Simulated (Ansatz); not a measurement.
Gd:

```
Gd
1.0
     3.63600    0.00000    0.00000
    -1.81800    3.14887    0.00000
     0.00000    0.00000    5.78260
Gd
2
Direct
  0.66667 0.33333 0.75000
  0.33333 0.66667 0.25000
```

Base run:

| Item | Value |
| --- | --- |
| Program | Ansatz 0.2.0 |
| Functional | PBE |
| Potentials or basis | Ansatz PAW |
| Cutoff | 420 eV (not typed: the program's choice for these potentials) |
| k mesh | 7 × 7 × 4 |
| Occupations | fermi-dirac, width 0.05 eV |
| Spin | collinear spin, ferromagnetic start |
| Starting moments | [3.5, 3.5] μB |
| Fixed moment | 7 μB |

Its results: pressure 5.7 GPa; site moments Gd +4.60 μB.

**Question.** The run is repeated on the same cell with these changes: fixed moment from 7 μB to 14 μB; moments at the start from [3.5, 3.5] to [7.0, 7.0]. What comes out?

**Answer.** Pressure 0.2 GPa; site moments Gd +6.96 μB.

Caveats: the total moment is fixed, so each spin has its own Fermi level; the thresholds are loose for stress.
